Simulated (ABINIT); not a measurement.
I:

```
I
1.0
    -2.08938    2.08938    2.08938
     2.08938   -2.08938    2.08938
     2.08938    2.08938   -2.08938
I
1
Direct
  0.00000 0.00000 0.00000
```

The real solid is made of molecules; this cell is a model form.

| Quantity | Value |
| --- | --- |
| Program | ABINIT 10.8.3 (patched build) |
| Task | single point |
| Functional | PBE |
| Potentials or basis | JTH PAW PBE v2.0 |
| Cutoff | 408 eV |
| k mesh | 9 × 9 × 9 |
| Occupations | fermi-dirac, width 0.05 eV |
| Spin | no spin polarisation |

On this cell: pressure -0.2 GPa; band gap on the k mesh none (metal or under the smearing width).

The same run follows on a disturbed copy (cell strained at random at fixed volume):

```xyz
1
Lattice="-2.0560 2.0834 2.1450 2.0433 -2.0539 2.1027 2.0827 2.0806 -2.1155" Properties=species:S:1:pos:R:3 pbc="T T T"
I     0.0159    0.0071    0.0256
```

**Question.** What does the disturbed cell give?

**Answer.** The energy (extrapolated to zero smearing) moves by -3.0 meV/atom; pressure -0.2 GPa; band gap on the k mesh none (metal or under the smearing width).

Stress tensor (GPa, compression positive):
```
-0.19  0.72 -0.40
 0.72 -0.20  0.78
-0.40  0.78 -0.19
```

The energy falls, though the first cell shows no forces: that form is unstable against this distortion, unless noise or another electronic state is at work.

Caveats: an odd number of electrons without spin polarisation forces a metal; a magnetic or distorted state may lie lower.
